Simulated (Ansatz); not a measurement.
Skutterudite CoSb3, treated with PBE-D3(BJ) in Ansatz (PAW).

Run with plane-wave cutoff 500 eV, 6×6×6 k mesh, gaussian smearing 0.02 eV, no spin polarisation, scalar-relativistic PAW data made under PBE.

Cell (relaxed at this level):

```yaml
crystal:
  lattice:
    - [-4.50138, 4.50138, 4.50138]
    - [4.50138, -4.50138, 4.50138]
    - [4.50138, 4.50138, -4.50138]
  atoms:
    - { symbol: Co, position: [0.00000, 0.00000, 0.50000] }
    - { symbol: Co, position: [0.50000, 0.50000, 0.50000] }
    - { symbol: Co, position: [0.50000, 0.00000, 0.00000] }
    - { symbol: Co, position: [0.00000, 0.50000, 0.00000] }
    - { symbol: Sb, position: [0.84091, 0.66646, 0.50737] }
    - { symbol: Sb, position: [0.50737, 0.84091, 0.66646] }
    - { symbol: Sb, position: [0.17445, 0.84091, 0.33354] }
    - { symbol: Sb, position: [0.49263, 0.15909, 0.33354] }
    - { symbol: Sb, position: [0.82555, 0.15909, 0.66646] }
    - { symbol: Sb, position: [0.66646, 0.50737, 0.84091] }
    - { symbol: Sb, position: [0.66646, 0.82555, 0.15909] }
    - { symbol: Sb, position: [0.15909, 0.66646, 0.82555] }
    - { symbol: Sb, position: [0.33354, 0.49263, 0.15909] }
    - { symbol: Sb, position: [0.33354, 0.17445, 0.84091] }
    - { symbol: Sb, position: [0.15909, 0.33354, 0.49263] }
    - { symbol: Sb, position: [0.84091, 0.33354, 0.17445] }
```

Estimate the band gap that the calculation returns.


band gap: 0.26 eV (on the SCF k mesh)

Measured, for comparison: band gap 0.63 eV (temperature not stated, no zero-point or thermal correction; as tabulated in Kim et al. (2020), doi:10.1038/s41597-020-00723-8).

Spin–orbit coupling is not included; with these elements it can move the gap by several tenths of an eV or more.

The computed numbers hold no vibrational or temperature effects.

Ansatz is a quantum-chemistry and plane-wave program.
